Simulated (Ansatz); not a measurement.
Consider the hydrogenolysis of a C–C bond: `CCCCCCCCCCS` + H₂ → `CCCS` + `CCCCCCC`.

Calculated with Ansatz (gas phase, PBE0-D4/def2-TZVP geometries, no zero-point term in ΔE). CCSD(T)/CBS adds triple-zeta CCSD(T) − MP2 to the extrapolated MP2 energy (def2 sets, frozen cores). This one scheme is used for every species. DFT in def2-TZVPP. B3LYP here is the variant with VWN-RPA as its local correlation; programs differ in this. One conformer a species, not always the lowest.

CCSD(T)/CBS gives -62.0 kJ/mol.

Problem. Another level gave -70.7 kJ/mol. Which?
A. ωB97X-V/def2-TZVPP
B. r2SCAN/def2-TZVPP
C. B3LYP/def2-TZVPP
D. MP2/def2-TZVPP

Solution. B. r2SCAN -70.7, B3LYP -83.6, MP2/def2-TZVPP -58.9, ωB97X-V -65.4 kJ/mol.

Largest T1 diagnostic among the species: 0.009.

The D4 term adds +14.5 kJ/mol with B3LYP and +8.9 kJ/mol with PBE0; it sums over pairs of atoms, weighted by their polarisabilities, and B3LYP, whose exchange is more repulsive, gets the larger term. In def2-TZVPP, CCSD(T) changes the Hartree–Fock value by +28.4 kJ/mol (the triples alone add +5.2 kJ/mol) and MP2 by +32.7 kJ/mol.

CCSD(T)/CBS has its own doubt, a few kJ/mol and more with outer-core shells, so smaller differences from it don't rank the levels.
